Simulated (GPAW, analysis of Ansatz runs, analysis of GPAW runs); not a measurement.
## Cu on a Zn site in ZnO: charge-transition level against experiment (GPAW)

How near does this set-up come to the measured charge-transition level? Subject: Cu on a Zn site in ZnO. Set-up: RPBE, plane waves 500 eV, 32-site cell, RPBE lattice, k: the single point 1/4 1/4 1/4 then 2x2x2 shifted, dielectric constants 3.7 and 8.5 (handbook). The model is a cell of 32 host atoms with 1 Zn taken out and 1 Cu put in. The level is the Fermi energy at which two charge states have equal formation energy, after a correction for the images of the charge.

What was measured. (0/-1) level above the valence-band top: 3.2 eV (“Acceptors in ZnO”, 2015, McCluskey et al.). The runs below try to reproduce this.

Main program and level: GPAW 26.7.0; GPAW plane-wave PAW DFT, RPBE; relaxation of all atoms of a defect supercell.

This is a report of a sequence of runs, with most program output left out.

### Step 1. The starting structure

The cell holds 32 atoms: 15 Zn, 16 O and 1 Cu. Cell: a = 6.622 Å, b = 6.622 Å, c = 10.673 Å, α = 90.0°, β = 90.0°, γ = 120.0°. It derives from ZnO (space group P6_3mc). Nearest the centre at fractional (0.333, 0.667, 0.500): Cu14 at 0.05 Å, O28 at 1.99 Å, O15 at 2.04 Å, O4 at 2.04 Å, O12 at 2.04 Å, Zn29 at 3.25 Å, Zn1 at 3.25 Å, Zn13 at 3.27 Å.

The host's primitive cell comes from a first run (GPAW plane-wave PAW DFT, RPBE; relaxation of cell and atoms of a defect-free cell): vectors of 3.311, 3.311 and 5.336 Å. That is 12.67 Å³ an atom, 6.4 % over the diffraction cell's volume. The supercell is built on it.

### Step 2. Relaxation, charge 0

Every later number rests on the structure around the defect, so the atoms are relaxed at the host's lattice first.

The input, run.py:

```python
import numpy as np
from ase.io import read, write
from ase.parallel import parprint, world
from gpaw import GPAW, PW
from ase.optimize import BFGS

atoms = read('POSCAR')
magmoms = np.zeros(len(atoms))
magmoms[[13]] = 1 / 1
atoms.set_initial_magnetic_moments(magmoms)
calc = GPAW(mode=PW(500),
            xc='RPBE',
            kpts=[[0.25, 0.25, 0.25]],
            occupations={'name': 'fermi-dirac', 'width': 0.01, 'fixmagmom': True},
            nbands=152,
            convergence={'density': 1e-05, 'forces': 0.001},
            maxiter=150,
            symmetry='off',
            txt='gpaw.txt')
atoms.calc = calc
opt = BFGS(atoms, trajectory='relax.traj', logfile='-')
done = opt.run(fmax=0.02, steps=80)
parprint('Converged:', done)
energy = atoms.get_potential_energy()
forces = atoms.get_forces()
parprint(f'Energy: {energy:.6f} eV, largest force {np.linalg.norm(forces, axis=1).max():.4f} eV/A')
calc.write('gs.gpw')
write('final.xyz', atoms)
parprint('Moments:', atoms.get_magnetic_moments().round(3))
for s in range(calc.get_number_of_spins()):
    parprint('Levels (eV), spin', s, calc.get_eigenvalues(kpt=0, spin=s)[-16:].round(3))
```

The input, POSCAR:

```
Zn O  Zn O  Zn O  Zn Cu O  Zn O  Zn O  Zn O  Zn O 
 1.0000000000000000
     6.6221974190084278    0.0000000000000000    0.0000000000000000
    -3.3110987095042139    5.7348310555901412   -0.0000000144813445
    -0.0000000000000000   -0.0000000267330371   10.6729804958631771
 Zn  O   Zn  O   Zn  O   Zn  Cu  O   Zn  O   Zn  O   Zn  O   Zn  O  
   2   2   2   2   2   2   1   1   2   2   2   2   2   2   2   2   2
Direct
  0.1616150978706684  0.3327082555601661  0.2534450684669524
  0.3311452608303794  0.1728764970865570 -0.0001878306546106
  0.3311777093082500  0.1722384452273007  0.1914347428527572
  0.1620350989390746  0.3313247675925084  0.4355643651345761
  0.1743347404053348  0.3336461167066927  0.7502582519620260
  0.3284976777390928  0.1664720491912738  0.4961680237452805
  0.3255767429596217  0.1661660091212575  0.6899543363641352
  0.1619784803173298  0.3322903776852890  0.9356633124418806
  0.1640870185199247  0.8254750981946011  0.2479750005286255
  0.3271898124196815  0.6669253245592898 -0.0027894418727029
  0.3260928587495139  0.6607289806476943  0.1873632467651453
  0.1602266830950434  0.8297855702269957  0.4363751294474987
  0.1605648422777115  0.8311901362991803  0.7465169956448300
  0.3280485334086780  0.6584020865778687  0.5011376842853766
  0.3357542088420570  0.6748648502948632  0.6907635555207059
  0.1602591859554680  0.8298729316906603  0.9363536697546561
  0.6642135795849343  0.3252715787050930  0.2512931333931672
  0.8305240169953255  0.1583579120272724 -0.0013504018060561
  0.8282288851364302  0.1588979736193739  0.1915030755362575
  0.6662622181957556  0.3404015239067575  0.4407543444968632
  0.6660191336496049  0.3393955745674915  0.7522945851654353
  0.8389939035627589  0.1647445938358046  0.4978117111579344
  0.8308988830424546  0.1689921940720105  0.6934577519469318
  0.6717777250331356  0.3376283964139368  0.9431648430719928
  0.6731255949343578  0.8416285523842015  0.2495679942130284
  0.8341292412754250  0.6652179949507012 -0.0047089973962341
  0.8380664981529919  0.6684847566868788  0.1934520127375516
  0.6602928642326282  0.8258457579782159  0.4377547582930366
  0.6588747565601142  0.8320811469657783  0.7485023362010687
  0.8405137204196956  0.6696930467983160  0.4971825632812151
  0.8336692323536311  0.6711092217726019  0.6933925754015816
  0.6604132731948766  0.8264575234459188  0.9418323337935197
```

Started as:

```bash
$ OMP_NUM_THREADS=1 mpirun -n 4 gpaw python run.py > stdout
```

It took 23 min on 4 MPI ranks of Arm Neoverse V1, shared host; peak memory 1.5 GiB; 1.6 h of CPU time.

The steps of the relaxation (22 of 25):

```csv
step,energy less that of the first step (eV)
0,0.0000
1,-0.1390
2,-0.3630
3,-0.3721
5,-0.3988
6,-0.4037
7,-0.4049
8,-0.4084
9,-0.4094
10,-0.4107
11,-0.4118
13,-0.4130
14,-0.4133
15,-0.4136
16,-0.4139
17,-0.4142
18,-0.4144
19,-0.4146
21,-0.4150
22,-0.4151
23,-0.4152
24,-0.4153
```

The atoms that moved most (Å, the mean shift of all atoms taken out):

```csv
atom,dx,dy,dz,length
Zn5,-0.095,0.022,-0.018,0.099
O12,0.052,-0.004,0.063,0.082
O20,0.037,-0.059,-0.007,0.070
Zn30,-0.040,-0.043,0.025,0.064
Zn2,0.040,-0.047,-0.003,0.062
Zn13,-0.026,0.040,0.039,0.061
Zn25,-0.033,-0.046,-0.004,0.056
O3,0.025,-0.049,-0.013,0.056
```

The relaxed structure:

```xyz
32
Lattice="6.6222 0.0000 0.0000 -3.3111 5.7348 0.0000 0.0000 0.0000 10.6730" Properties=species:S:1:pos:R:3 pbc="T T T"
Zn   -0.0193    1.9054    2.6601
Zn    1.6606    0.9448    0.0022
O     1.6481    0.9389    2.0377
O     0.0130    1.8762    4.6726
Zn   -0.0455    1.9349    7.9970
Zn    1.6659    0.9523    5.3391
O     1.6192    0.9754    7.3673
O    -0.0007    1.9050   10.0324
Zn   -1.6604    4.7662    2.6680
Zn    0.0045    3.8136   -0.0097
O    -0.0073    3.8157    2.0220
O    -1.6348    4.7544    4.7275
Zn   -1.7149    4.8062    8.0134
Cu   -0.0228    3.8150    5.3530
O    -0.0560    3.8522    7.3963
O    -1.6641    4.7741   10.0423
Zn    3.2925    1.9085    2.6705
Zn    4.9705    0.9453   -0.0073
O     4.9498    0.9521    2.0216
O     3.3218    1.8935    4.7040
Zn    3.2745    1.9254    8.0023
Zn    4.9900    0.9300    5.3243
O     4.9355    0.9683    7.3628
O     3.3057    1.9062   10.0345
Zn    1.6380    4.7808    2.6664
Zn    3.3133    3.8110    0.0033
O     3.3069    3.8172    2.0384
O     1.6838    4.7671    4.6790
Zn    1.6100    4.7980    7.9958
Zn    3.3089    3.7972    5.3381
O     3.2717    3.8338    7.3665
O     1.6542    4.7722   10.0318
```

Neighbours of Cu14 at the end:

```csv
atom,distance (Å)
O12,1.968
O15,2.044
O4,2.055
O28,2.067
Zn5,3.244
Zn29,3.258
Zn9,3.286
Zn30,3.291
Zn6,3.299
Zn1,3.301
Zn25,3.303
Zn22,3.304
Zn13,3.305
O11,3.331
```

Read from the output:

| Quantity | Value |
| --- | --- |
| total moment | 1.000 μB |

First to last step the energy falls by 0.415 eV; the largest move, 0.10 Å, is that of Zn5. Judged within 0.08 Å, the space group went from P1 to Cm.

### Step 3. Single point, charge 0

The relaxed structure is kept, and the final numbers are taken at the final level and k-points.

This step: GPAW plane-wave PAW DFT, RPBE; single point of a defect supercell.

The input, run.py:

```python
import numpy as np
from ase.io import read, write
from ase.parallel import parprint, world
from gpaw import GPAW, PW

atoms = read('POSCAR')
magmoms = np.zeros(len(atoms))
magmoms[[13]] = 1 / 1
atoms.set_initial_magnetic_moments(magmoms)
calc = GPAW(mode=PW(500),
            xc='RPBE',
            kpts={'size': (2, 2, 2), 'gamma': False},
            occupations={'name': 'fermi-dirac', 'width': 0.01, 'fixmagmom': True},
            nbands=152,
            convergence={'density': 1e-05, 'bands': 149},
            maxiter=150,
            symmetry={'point_group': False},
            txt='gpaw.txt')
atoms.calc = calc
energy = atoms.get_potential_energy()
forces = atoms.get_forces()
parprint(f'Energy: {energy:.6f} eV, largest force {np.linalg.norm(forces, axis=1).max():.4f} eV/A')
calc.write('gs.gpw')
write('final.xyz', atoms)
parprint('Moments:', atoms.get_magnetic_moments().round(3))
for s in range(calc.get_number_of_spins()):
    parprint('Levels (eV), spin', s, calc.get_eigenvalues(kpt=0, spin=s)[-16:].round(3))
field = calc.get_electrostatic_potential()
if world.rank == 0:
    np.save('potential.npy', field)
field = calc.get_pseudo_density()
if world.rank == 0:
    np.save('density.npy', field)
field = calc.get_pseudo_density(spin=0) - calc.get_pseudo_density(spin=1)
if world.rank == 0:
    np.save('spin.npy', field)
```

The input, POSCAR:

```
Zn O  Zn O  Zn O  Zn Cu O  Zn O  Zn O  Zn O  Zn O 
 1.0000000000000000
     6.6221974190084278    0.0000000000000000    0.0000000000000000
    -3.3110987095042139    5.7348310555901412   -0.0000000144813445
    -0.0000000000000000   -0.0000000267330371   10.6729804958631771
 Zn  O   Zn  O   Zn  O   Zn  Cu  O   Zn  O   Zn  O   Zn  O   Zn  O  
   2   2   2   2   2   2   1   1   2   2   2   2   2   2   2   2   2
Direct
  0.1632127070823902  0.3322465000613364  0.2492378315356643
  0.3331343294897554  0.1647468845807501  0.0002023888628480
[... 1 atom line left out ...]
  0.1655405138760911  0.3271547781472748  0.4377989153590920
  0.1618173118388322  0.3373910392956151  0.7492724209498446
  0.3345929362906280  0.1660633093009118  0.5002402097965256
[... 2 atom lines left out ...]
  0.1648167517104348  0.8311039715871968  0.2499739555478061
[... 2 atom lines left out ...]
  0.1676591769920357  0.8290469267105498  0.4429435033483002
[... 1 atom line left out ...]
  0.3291668778157489  0.6652341448993917  0.5015511142092234
  0.3274003514130667  0.6717257947417384  0.6929961028781318
[... 6 atom lines left out ...]
  0.8346079362729473  0.1621694212647206  0.4988583924061437
[... 2 atom lines left out ...]
  0.6641700196989145  0.8336400096771006  0.2498295432195092
[... 2 atom lines left out ...]
  0.6698927105017808  0.8312578723784344  0.4383951065825797
  0.6614493417447399  0.8366473961513634  0.7491654393273692
[... 2 atom lines left out ...]
  0.6658626757847200  0.8321399495239399  0.9399269965815844
```

The job ended after 14 min (4 MPI ranks; peak memory 2.2 GiB).

Read from the output:

```yaml
total_moment: 1.0000 μB
```

### Step 4. Relaxation, charge −1

The input, run.py:

```python
import numpy as np
from ase.io import read, write
from ase.parallel import parprint, world
from gpaw import GPAW, PW
from ase.optimize import BFGS

atoms = read('POSCAR')
calc = GPAW(mode=PW(500),
            xc='RPBE',
            kpts=[[0.25, 0.25, 0.25]],
            charge=-1,
            occupations={'name': 'fermi-dirac', 'width': 0.01},
            nbands=152,
            convergence={'density': 1e-05, 'forces': 0.001},
            maxiter=150,
            symmetry='off',
            txt='gpaw.txt')
atoms.calc = calc
opt = BFGS(atoms, trajectory='relax.traj', logfile='-')
done = opt.run(fmax=0.02, steps=80)
parprint('Converged:', done)
energy = atoms.get_potential_energy()
forces = atoms.get_forces()
parprint(f'Energy: {energy:.6f} eV, largest force {np.linalg.norm(forces, axis=1).max():.4f} eV/A')
calc.write('gs.gpw')
write('final.xyz', atoms)
for s in range(calc.get_number_of_spins()):
    parprint('Levels (eV), spin', s, calc.get_eigenvalues(kpt=0, spin=s)[-16:].round(3))
```

The input, POSCAR:

```
Zn O  Zn O  Zn O  Zn Cu O  Zn O  Zn O  Zn O  Zn O 
 1.0000000000000000
     6.6221974190084278    0.0000000000000000    0.0000000000000000
    -3.3110987095042139    5.7348310555901412   -0.0000000144813445
    -0.0000000000000000   -0.0000000267330371   10.6729804958631771
 Zn  O   Zn  O   Zn  O   Zn  Cu  O   Zn  O   Zn  O   Zn  O   Zn  O  
   2   2   2   2   2   2   1   1   2   2   2   2   2   2   2   2   2
Direct
  0.1616150978706684  0.3327082555601661  0.2534450684669524
  0.3311452608303794  0.1728764970865570 -0.0001878306546106
[... 1 atom line left out ...]
  0.1620350989390746  0.3313247675925084  0.4355643651345761
  0.1743347404053348  0.3336461167066927  0.7502582519620260
  0.3284976777390928  0.1664720491912738  0.4961680237452805
[... 2 atom lines left out ...]
  0.1640870185199247  0.8254750981946011  0.2479750005286255
[... 2 atom lines left out ...]
  0.1602266830950434  0.8297855702269957  0.4363751294474987
  0.1605648422777115  0.8311901362991803  0.7465169956448300
  0.3280485334086780  0.6584020865778687  0.5011376842853766
  0.3357542088420570  0.6748648502948632  0.6907635555207059
[... 12 atom lines left out ...]
  0.6602928642326282  0.8258457579782159  0.4377547582930366
  0.6588747565601142  0.8320811469657783  0.7485023362010687
  0.8405137204196956  0.6696930467983160  0.4971825632812151
[... 1 atom line left out ...]
  0.6604132731948766  0.8264575234459188  0.9418323337935197
```

Run time: 19 min. Hardware: 4 MPI ranks; peak memory 1.1 GiB; 77 min of CPU time.

Step by step (22 of 37):

```csv
step,energy less that of the first step (eV)
0,0.0000
2,-0.4704
3,-0.4820
5,-0.5147
7,-0.5240
9,-0.5328
10,-0.5359
12,-0.5449
14,-0.5587
15,-0.5715
17,-0.6118
19,-0.6650
21,-0.6889
22,-0.6962
24,-0.7032
26,-0.7078
27,-0.7089
29,-0.7101
31,-0.7108
33,-0.7113
34,-0.7115
36,-0.7118
```

The atoms that moved most (Å, the mean shift of all atoms taken out):

```csv
atom,dx,dy,dz,length
Cu14,0.524,-0.264,-0.394,0.707
O28,0.110,0.196,0.020,0.225
Zn22,-0.154,0.062,0.111,0.200
O4,-0.073,-0.163,0.041,0.183
O15,-0.006,-0.053,0.094,0.108
Zn9,-0.041,0.057,0.074,0.102
Zn17,-0.069,0.073,-0.003,0.101
Zn5,-0.081,0.026,-0.027,0.090
```

The relaxed structure:

```xyz
32
Lattice="6.6222 0.0000 0.0000 -3.3111 5.7348 0.0000 0.0000 0.0000 10.6730" Properties=species:S:1:pos:R:3 pbc="T T T"
Zn   -0.0563    1.9481    2.6885
Zn    1.6459    0.9402    0.0162
O     1.6105    0.9719    2.0351
O    -0.0968    1.7370    4.6978
Zn   -0.0317    1.9399    7.9887
Zn    1.6370    0.8857    5.3367
O     1.6221    0.9481    7.3912
O    -0.0102    1.8931   10.0518
Zn   -1.6874    4.7909    2.7285
Zn   -0.0029    3.8161   -0.0503
O    -0.0453    3.8458    1.9705
O    -1.6529    4.7661    4.6956
Zn   -1.6535    4.7622    7.9689
Cu    0.5167    3.5120    4.9626
O    -0.0174    3.8169    7.4747
O    -1.6755    4.7836   10.0405
Zn    3.2521    1.9389    2.6870
Zn    4.9615    0.9494    0.0033
O     4.9143    0.9811    2.0233
O     3.2507    1.9355    4.7103
Zn    3.2410    1.9363    8.0240
Zn    4.8566    1.0071    5.4327
O     4.9174    0.9696    7.4473
O     3.2910    1.9144   10.0586
Zn    1.5949    4.8022    2.6889
Zn    3.3132    3.8270    0.0147
O     3.2704    3.8449    2.0335
O     1.7480    4.9319    4.7005
Zn    1.5995    4.7702    7.9875
Zn    3.3533    3.8565    5.3378
O     3.2857    3.8338    7.3923
O     1.6592    4.7831   10.0515
```

Neighbours of Cu14 at the end:

```csv
atom,distance (Å)
O4,1.897
O28,1.898
O12,2.520
O15,2.586
Zn1,2.819
Zn25,2.828
Zn6,2.880
Zn30,2.882
```

From the first step to the last the energy fell by 0.712 eV, and the largest move was 0.71 Å (Cu14). Judged within 0.08 Å, the space group went from P1 to Cm.

### Step 5. Single point, charge −1

This step: GPAW plane-wave PAW DFT, RPBE; single point of a defect supercell.

The input, run.py:

```python
import numpy as np
from ase.io import read, write
from ase.parallel import parprint, world
from gpaw import GPAW, PW

atoms = read('POSCAR')
calc = GPAW(mode=PW(500),
            xc='RPBE',
            kpts={'size': (2, 2, 2), 'gamma': False},
            charge=-1,
            occupations={'name': 'fermi-dirac', 'width': 0.01},
            nbands=152,
            convergence={'density': 1e-05, 'bands': 149},
            maxiter=150,
            symmetry={'point_group': False},
            txt='gpaw.txt')
atoms.calc = calc
energy = atoms.get_potential_energy()
forces = atoms.get_forces()
parprint(f'Energy: {energy:.6f} eV, largest force {np.linalg.norm(forces, axis=1).max():.4f} eV/A')
calc.write('gs.gpw')
write('final.xyz', atoms)
for s in range(calc.get_number_of_spins()):
    parprint('Levels (eV), spin', s, calc.get_eigenvalues(kpt=0, spin=s)[-16:].round(3))
field = calc.get_electrostatic_potential()
if world.rank == 0:
    np.save('potential.npy', field)
field = calc.get_pseudo_density()
if world.rank == 0:
    np.save('density.npy', field)
```

The input, POSCAR:

```
Zn O  Zn O  Zn O  Zn Cu O  Zn O  Zn O  Zn O  Zn O 
 1.0000000000000000
     6.6221974190084278    0.0000000000000000    0.0000000000000000
    -3.3110987095042139    5.7348310555901412   -0.0000000144813445
    -0.0000000000000000   -0.0000000267330371   10.6729804958631771
 Zn  O   Zn  O   Zn  O   Zn  Cu  O   Zn  O   Zn  O   Zn  O   Zn  O  
   2   2   2   2   2   2   1   1   2   2   2   2   2   2   2   2   2
Direct
  0.1613509223637966  0.3397008033628155  0.2518978485870355
  0.3305099931622741  0.1639400064146634  0.0015134453192651
[... 1 atom line left out ...]
  0.1368304671485717  0.3028817544805704  0.4401596139154379
  0.1643531946287056  0.3382686170185826  0.7485006299781960
  0.3244155899189299  0.1544378700578825  0.5000232254059656
[... 2 atom lines left out ...]
  0.1628940475666042  0.8354087854365376  0.2556498817884489
[... 2 atom lines left out ...]
  0.1659314800233226  0.8310770231174206  0.4399496114375087
  0.1655022188551571  0.8303909450511324  0.7466446982746680
  0.3842237889043060  0.6123998681716599  0.4649731348044611
  0.3301611286063933  0.6655678906184426  0.7003419422096301
[... 9 atom lines left out ...]
  0.6595305335575024  0.8373818391831955  0.2519346805860486
[... 2 atom lines left out ...]
  0.6939542243614872  0.8599957093707454  0.4404147739495834
  0.6574302401442166  0.8317940360870468  0.7483872049744157
[... 2 atom lines left out ...]
  0.6675740619916826  0.8340441625588988  0.9417727190613745
```

Run time: 6.8 min. Hardware: 4 MPI ranks; peak memory 1.9 GiB.

### Step 6. Charge-transition levels

Analysis of the runs above: levels from GPAW plane-wave PAW DFT, RPBE energies with an image-charge correction aligned at atomic sites (own code after Kumagai and Oba).

It gives:

- gap: 0.7676 eV

### Step 7. Results

```json
{
  "static dielectric constant used": "8.5",
  "band gap of the host": "0.77 eV",
  "(0/-1) level above the valence-band top": "1.51 eV"
}
```

In words: (0/-1) level above the valence-band top: computed 1.51 eV, measured 3.2 eV; 1.69 eV below the measurement. The computed level lies at or beyond a band edge, so this set-up gives no level clear of the bands. The level is counted in a gap of 0.77 eV, and the correction is screened by a dielectric constant of 8.5 from a handbook. Levels hang on the band edges, which semilocal functionals place too close together. Limits: the periodic copies of the defect are only 6.6 Å apart.

[Logs are printed without paths, hosts, clocks, repeated set-up lines and the standing remarks that a program may print on its own settings, such as how far it seeks lower states.]

[Hosts, paths, dates, database ids (printed as entryN), source tags and the programs' standing remarks are cut or masked in the printed files.]

[For some hosts the program warned that the k-mesh of the response run may be too coarse for force constants and the static dielectric constant; such warnings are not shown here.]
